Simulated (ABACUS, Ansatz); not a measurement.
Given: the input of a run of ABACUS 3.10.1 on ZrC. 

File INPUT:

```
INPUT_PARAMETERS
suffix              ZrC
calculation         scf
basis_type          pw
pseudo_dir          ./
symmetry            1
dft_functional      pbesol
ecutwfc             82
pseudo_rcut         7
nspin               1
nbands              12
ks_solver           dav
smearing_method     fd
smearing_sigma      0.00367493
scf_thr             1e-08
scf_nmax            100
mixing_type         broyden
mixing_beta         0.7
cal_force           1
cal_stress          1
out_chg             1
out_pot             2
out_elf             1
```

File STRU:

```
ATOMIC_SPECIES
Zr 91.2240 Zr.upf
C 12.0110 C.upf

LATTICE_CONSTANT
1.8897261246

LATTICE_VECTORS
0.0000000000 2.3650000000 2.3650000000
2.3650000000 0.0000000000 2.3650000000
2.3650000000 2.3650000000 0.0000000000

ATOMIC_POSITIONS
Direct

Zr
0.0
1
0.5000000000 0.5000000000 0.5000000000 1 1 1

C
0.0
1
0.0000000000 0.0000000000 0.0000000000 1 1 1
```

Contents of KPT:

```
K_POINTS
0
Gamma
10 10 10 0 0 0
```

Potentials or basis: PseudoDojo NC SR 0.4.1 PBEsol standard, plane waves.

Run with:

```console
$ OMP_NUM_THREADS=1 mpirun -np 4 abacus > log
```

Set up the same calculation for Ansatz 0.2.0. Potentials or basis there: all-electron LAPW, scalar-relativistic.

As run (cutoffs and basis follow the program's own potentials, and thresholds, step limits or extra output files can differ):

The input input.yaml:

```yaml
crystal:
  lattice:
    - [0.0, 2.365, 2.365]
    - [2.365, 0.0, 2.365]
    - [2.365, 2.365, 0.0]
  atoms:
    - { symbol: Zr, position: [0.5, 0.5, 0.5] }
    - { symbol: C, position: [0.0, 0.0, 0.0] }
kpoints:
  mp_grid: { grid: [10, 10, 10] }
scf:
  occupations: { method: fermi_dirac, width: 0.05 }
hamiltonian:
  xc: pbesol
  pseudopotentials: { kind: all_electron, lapw: { basis_error: 0.001 } }
output:
  forces: true
  stress: true
  eigenvalues: true
  populations: true
```

Potentials or basis: all-electron LAPW, scalar-relativistic.

The run is started by

```sh
$ ansatz run input.yaml --threads 1 --pin off --max-ram 3072MiB --backend cpu --events-out ev --progress --plain --runs-dir out
```

Both were run:

|  | ABACUS | Ansatz |
| --- | --- | --- |
| Pressure | -8.3 GPa | -8.4 GPa |

Where Ansatz's input types no cutoff or centring, it takes its own default and a Γ-centred mesh.

Pressure is positive in compression.
